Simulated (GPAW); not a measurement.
# Bi (P2_1/m) in GPAW: equation of state with PBE

Aim: the equation of state of Bi with PBE.

All numbers are computed with GPAW 26.7.0; they aren't measurements. Logs are shortened: lines on timing, memory, paths and dates and some standing lists are left out, and cuts for length are marked. The log counts tension as positive stress, the text compression.

## 1. The structure

The structure is monoclinic, space group P2_1/m (No. 11). The conventional cell has a = 4.658 Å, b = 4.526 Å, c = 6.521 Å, α = 90.00°, β = 93.04°, γ = 90.00°. Bi (site symmetry m) has 6 Bi at 3.24 to 3.26 Å as nearest neighbours. Bi (site symmetry m) is surrounded by 6 Bi at 3.24 to 3.26 Å.

## 2. Equation of state, PBE

File run.py:

```python
from ase import Atoms
from ase.eos import EquationOfState
from ase.io import Trajectory
from ase.units import GPa
from gpaw import GPAW, PW

atoms = Atoms(['Bi', 'Bi', 'Bi', 'Bi'],
              cell=[[4.6584121839, 0.0, 0.0],
                    [0.0, 4.52638858, 0.0],
                    [-0.3459734563, 0.0, 6.5119480672]],
              scaled_positions=[[0.25137492, 0.25, 0.74873338],
                                [0.74862508, 0.75, 0.25126662],
                                [0.24988769, 0.25, 0.24888033],
                                [0.75011231, 0.75, 0.75111967]],
              pbc=True)

traj = Trajectory('eos.traj', 'w')
volumes, energies = [], []
for x in [0.94, 0.96, 0.98, 1.0, 1.02, 1.04, 1.06]:
    a = atoms.copy()
    a.set_cell(atoms.cell * x**(1 / 3), scale_atoms=True)
    calc = GPAW(mode=PW(600),
                xc='PBE',
                kpts={'size': (4, 4, 3), 'gamma': True},
                occupations={'name': 'fermi-dirac', 'width': 0.05},
                nbands=46,
                convergence={'density': 1e-05, 'energy': 1e-05},
                maxiter=150,
                txt=f'eos-{x:.2f}.txt')
    a.calc = calc
    energies.append(a.get_potential_energy(force_consistent=True))
    volumes.append(a.get_volume())
    p = -a.get_stress()[:3].mean() / GPa
    calc.write(f'eos-{x:.2f}.gpw')
    traj.write(a)
    print(f'{x:.2f} {volumes[-1]:10.4f} A^3 {energies[-1]:14.6f} eV {p:9.3f} GPa', flush=True)

v0, e0, B = EquationOfState(volumes, energies, eos='birchmurnaghan').fit()
print(f'V0 = {v0:.4f} A^3, E0 = {e0:.6f} eV, B0 = {B / GPa:.2f} GPa')
```

Potentials or basis: GPAW PAW data sets (gpaw-data 1.2.1), pw.

Started as:

```sh
> OMP_NUM_THREADS=1 python run.py
```

What it wrote:

```text
__  _  _
 | _ |_)|_||  |
 |__||  | ||/\| - 26.7.0

Input parameters:
  mode=PW(ecut=600.0),
  convergence={'density': 1e-05, 'energy': 1e-05},
  kpts=MonkhorstPack(size=(4, 4, 3), gamma=True),
  maxiter=150,
  nbands=46,
  occupations=Occupations(name='fermi-dirac', width=0.05),
  xc=XC(name='PBE')

Diagonalizing LCAO Hamiltonian
Converting LCAO to pw mode

              Bi
       Bi

               Bi
        Bi

Atoms  # Å, Bohr magnetons
|   | symbol |        x |        y |        z |    initial magnetic moments |
|---|--------|----------|----------|----------|-----------------------------|
| 0 |     Bi | 0.893349 | 1.108497 | 4.776181 | ( 0.0000,  0.0000,  0.0000) |
| 1 |     Bi | 3.331056 | 3.325491 | 1.602833 | ( 0.0000,  0.0000,  0.0000) |
| 2 |     Bi | 1.055968 | 1.108497 | 1.587611 | ( 0.0000,  0.0000,  0.0000) |
| 3 |     Bi | 3.168437 | 3.325491 | 4.791403 | ( 0.0000,  0.0000,  0.0000) |

Unit cell  # Å
| periodic |         x |        y |        z |  lengths |    angles |
|----------|-----------|----------|----------|----------|-----------|
|      yes |  4.563316 | 0.000000 | 0.000000 | 4.563316 | 90.000000 |
|      yes |  0.000000 | 4.433987 | 0.000000 | 4.433987 | 93.041210 |
|      yes | -0.338911 | 0.000000 | 6.379014 | 6.388011 | 90.000000 |

Number of symmetries: 2
Symmetry operations  # r_c * U_cc + t_c -> r_c
|   | kind |            matrix            |
|---|------|------------------------------|
| 0 |  E   |  1, 0, 0,  0, 1, 0,  0, 0, 1 |
| 1 |  i   | -1, 0, 0,  0,-1, 0,  0, 0,-1 |

BZ-sampling:
  Number of BZ points: 48
  Number of IBZ points: 26

  Monkhorst-Pack size: [4, 4, 3]
  Monkhorst-Pack shift: [0.125, 0.125, 0.0]

K-points  # in reciprocal-cell coordinates
|     |                                coordinates |     weight |
|-----|--------------------------------------------|------------|
|   0 | (  0.00000000,   0.00000000,   0.00000000) | 0.02083333 |
|   1 | (  0.00000000,   0.00000000,   0.33333333) | 0.04166667 |
|   2 | (  0.00000000,   0.25000000,  -0.33333333) | 0.04166667 |
|   3 | (  0.00000000,   0.25000000,   0.00000000) | 0.04166667 |
|   4 | (  0.00000000,   0.25000000,   0.33333333) | 0.04166667 |
|   5 | (  0.00000000,   0.50000000,   0.00000000) | 0.02083333 |
|   6 | (  0.00000000,   0.50000000,   0.33333333) | 0.04166667 |
|   7 | (  0.25000000,  -0.25000000,  -0.33333333) | 0.04166667 |
|   8 | (  0.25000000,  -0.25000000,   0.00000000) | 0.04166667 |
|   9 | (  0.25000000,  -0.25000000,   0.33333333) | 0.04166667 |
| ... |                                            |            |
|  25 | (  0.50000000,   0.50000000,   0.33333333) | 0.04166667 |

Plane wave coefficients: 4324
Cutoff: 600.0 eV

Spin-components: 1 (collinear spins)
Bands:           46
Projectors:      24
Spin-degeneracy: 2
Datatype:        complex128

Parallelization:
  kpt:    1
  domain: 1
  band:   1

Density:
  Valence electrons: 60.0
  Components: 1
  Grid points: [27 27 40]
  Charge: 0.0  # |e|

Potential:
  Grid points: [27 27 40]

species:
  Bi:
    name:    Bismuth
    Z:       83.0
    valence: 15
    core:    68
    charge:  0.0  # [|e|]
    compensation charges:
      type: gauss
      rc: 0.38  # [Å]
      lmax: 2
    cutoffs:
      filter: 2.23  # [Å]
      core: 2.33  # [Å]
    projectors
    | kind |    occ | energy [eV] | rcut [Å] |
    |------|--------|-------------|----------|
    |   6s |  2.000 |     -14.385 |    1.286 |
    |   6p |  3.000 |      -4.580 |    1.275 |
    |   5d | 10.000 |     -27.119 |    1.349 |
    |    s |        |      12.827 |    1.286 |
    |    p |        |      22.631 |    1.275 |
    |    d |        |       0.093 |    1.349 |

    Using partial waves for Bi as LCAO basis

Reference energy: -2339393.531810  # eV

eigensolver:
  PPCG
  Converge bands: occupied
  niter=2

density mixing:
  MSR1-Mixer
  Pratt-step length: 0.05
  Maximum mixing coefficient: 0.75
  Old densities: 10
  SVD Regularization: 0.005
  Good broyden scale: 1.0
  Trust region scale: 1.0
  Backstep threshold: 4.0
  History deletion threshold: 6.0
  Fourier metric: weight=20.0, sigma=0.015

occupation numbers:
  Fermi-Dirac:
    width: 0.0500  # eV

poisson solver:
  ecut: 4800.0  # eV

xc functional:
  name: PBE with 2 nearest neighbor stencil

convergence criteria:
- Maximum integral of absolute [dens]ity change: 1e-05 electrons / valence electron
- Maximum [total energy] change in last 3 cyles: 1e-05 eV / valence electron
- Maximum integral of absolute [eigenst]ate change: 4e-08 eV^2 / valence electron
maximum number of iterations: 150

SCF iterations
|iter     | |      energy | eigst |  dens |
|---------|-|-------------|-------|-------|
|iter:   1| |  -18.337019 | +0.19 |       |
|iter:   2| |  -18.441486 | -1.91 | -1.81 |
|iter:   3| |  -18.485294 | -2.74 | -1.83 |
|iter:   4| |  -18.486437 | -3.64 | -2.33 |
|iter:   5| |  -18.487387 | -4.59 | -2.75 |
|iter:   6| |  -18.487440 | -5.31 | -3.14 |
|iter:   7| |  -18.487527c| -5.64 | -3.51 |
|iter:   8| |  -18.487539c| -6.53 | -4.01 |
|iter:   9| |  -18.487540c| -7.46c| -4.47 |
|iter:  10| |  -18.487540c| -8.09c| -4.94 |
|iter:  11| |  -18.487540c| -8.52c| -5.72c|

Converged in 11 steps
Energy contributions relative to reference atoms: (reference = -2339393.531810)

Energy contributions:
  Kinetic:          76.889046
  Coulomb:         -69.692330
  Zero:             -5.921934
  External:          0.000000
  Xc:              -19.756344
  Entropy:          -0.011954
  Spinorbit:         0.000000
  ----------------------------
  Free energy:     -18.493517
  Extrapolated:    -18.487540

dipole moment: (0.000004, 0.000004, 0.000006)  # |e|*Ang

Fermi level: 7.156
Eigenvalues  # (at kpt = [0.000, 0.000, 0.000])
| band index |      eig [eV] | occ [0-2] |
|------------|---------------|-----------|
|          0 |       -16.180 |     2.000 |
|        ... |               |           |
|         22 |        -2.060 |     2.000 |
|         23 |         0.078 |     2.000 |
|         24 |         1.729 |     2.000 |
|         25 |         3.565 |     2.000 |
|         26 |         3.876 |     2.000 |
|         27 |         5.212 |     2.000 |
[... 8 lines left out ...]
|         36 |        12.471 |     0.000 |
|         37 |        12.629 |     0.000 |
|        ... |               |           |
|         45 |        17.621 |     0.000 |

No gap
No difference between direct/indirect transitions

Stress tensor  # eV/Ang^3
|         x |         y |         z |
|-----------|-----------|-----------|
| -0.037582 |  0.000000 | -0.002429 |
|  0.000000 | -0.038739 |  0.000000 |
| -0.002429 |  0.000000 | -0.009540 |

# Writing to eos-0.94.gpw (mode='')
```

Run time: 13 min. Hardware: 1 thread of Arm Neoverse V1, shared host; peak memory 0.64 GiB.

Results:

| Property | Result |
| --- | --- |
| Equilibrium volume | 34.98 Å³/atom |
| Bulk modulus at fixed shape and positions | 47 GPa |
| Pressure derivative of the bulk modulus | 4.7 |

Energy against volume, from the lowest point:
```tsv
volume (Å³/atom)	energy (meV/atom)
32.268	36.09
32.954	19.33
33.641	8.12
34.327	1.85
35.014	0.00
35.700	2.10
36.387	7.74
```

Caveat: the cell was scaled at fixed shape and fractional positions, which overstates the stiffness of a crystal with free parameters, most of all of layers and chains; spin-orbit coupling is left out, which moves the levels of the heavy elements.
